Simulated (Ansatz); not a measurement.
# Al: from a guess to a relaxed structure

All numbers below come from DFT PBE, scalar-relativistic, plane waves, PAW in Ansatz. Cutoff 420 eV, Gaussian smearing, Γ-centred meshes. Cell and atoms relax first on a coarse mesh and then on a finer one. In between, the cell is made exact in the group found at 0.06 Å. In metals the finer mesh still leaves noise of several meV/atom or more. The steps can't lower the symmetry of their start. No spin polarisation.

A trial structure of Al was built thus: random cell by space group and Wyckoff sites (P4/mmm, No. 123). Its size is a rough estimate.

```cif
data_structure
_symmetry_space_group_name_H-M 'P4/mmm'
_symmetry_Int_Tables_number 123
_cell_length_a 2.6538
_cell_length_b 2.6538
_cell_length_c 2.5009
_cell_angle_alpha 90.000
_cell_angle_beta 90.000
_cell_angle_gamma 90.000
_cell_volume 17.61
loop_
_atom_site_label
_atom_site_type_symbol
_atom_site_symmetry_multiplicity
_atom_site_Wyckoff_symbol
_atom_site_fract_x
_atom_site_fract_y
_atom_site_fract_z
_atom_site_occupancy
Al1 Al 1 b 0.00000 0.00000 0.50000 1
```

Energies count from the standard state of Al at the same level.

Problem. Which structure results?

Solution. The symmetry goes from P4/mmm (No. 123) to Pm-3m (No. 221). The end has the simple cubic type. The volume per atom grows by 14.5 %, from 17.6 to 20.2 Å³. The shortest distance goes from 2.50 Å (Al–Al) to 2.72 Å (Al–Al). The energy falls by about 0.15 eV/atom (the start's value is from the coarse mesh). The end is written in a standard setting, so origin, axes and order of atoms can differ from the start's. Conventional cell: a = 2.722 Å. Around Al lie 6 Al at 2.72 Å.

Space group Pm-3m (No. 221). a = 2.722 Å, b = 2.722 Å, c = 2.722 Å, α = 90.00°, β = 90.00°, γ = 90.00°
```tsv
atom	site	symmetry	x	y	z
Al	1a	m-3m	0.0000	0.0000	0.0000
```

Problem. How does it come out in energy, and is it a metal?

Solution. The energy over the standard state is +0.37 eV/atom. The gap on the 20×20×22 mesh of the 1-atom cell is 0 eV (a metal).

So it is a metastable form at best.

The last run used Gaussian smearing of 0.10 eV. A later test with randomly moved atoms led to a structure 373 meV/atom lower, so this end is a saddle point or a shallow minimum.
